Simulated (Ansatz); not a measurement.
TiO:

```
Ti O
1.0
     3.03100    0.00000    0.00000
    -1.51550    2.62492    0.00000
     0.00000    0.00000    3.23770
Ti O
1 1
Direct
  0.66667 0.33333 0.00000
  0.00000 0.00000 0.50000
```

Program: Ansatz 0.2.0. Alike in all runs: task single point; potentials or basis Ansatz PAW; no spin polarisation; cell as given; k mesh 5 × 5 × 4; smearing fermi-dirac 0.05 eV; the mesh is coarse, so values aren't converged.

Problem. Order these runs on this cell by their band gap on the k mesh, lowest first.
A. level r2SCAN50; cutoff (eV) 500
B. level PBE0; cutoff (eV) 420
C. level HF; cutoff (eV) 420

Solution. B (1.18 eV), A (2.74 eV), C (7.92 eV).

Caveats: all runs use coarse meshes; odd divisions of the mesh miss points on the zone boundary, where band edges often lie, so the gap on the mesh can be too wide.

A k mesh can miss the band edges.
